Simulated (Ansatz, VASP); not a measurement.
Two plane-wave programs on Be

```xyz
1
Lattice="0.0000 1.5786 1.5786 1.5786 0.0000 1.5786 1.5786 1.5786 0.0000" Properties=species:S:1:pos:R:3 pbc="T T T"
Be    0.0000    0.0000    0.0000
```

Alike in both runs: functional PBE; k mesh 30 × 30 × 30; occupations gaussian, width 0.1 eV; no spin polarisation.

Ansatz relaxed the structure, and its values are those at the end. VASP's run is a single point on that final structure, the one shown.

|  | VASP | Ansatz |
| --- | --- | --- |
| version | VASP 6.6.1 | Ansatz 0.2.0 |
| potentials or method | VASP PAW PBE potentials, release 64 (Be) | scalar-relativistic, plane waves, PAW |
| plane-wave cutoff (eV) | 520 | 420 |
| valence electrons in the cell | 2 | 2 |

```csv
,VASP,Ansatz,Ansatz less VASP
gap on the k mesh at the Fermi level (eV),none,none,-
pressure (GPa),0.1,0.0,-0.15
```

A gap of «none» marks a metal or a gap that the smearing closes. The functional is the same, so the differences come from potentials, cutoffs and numerics.
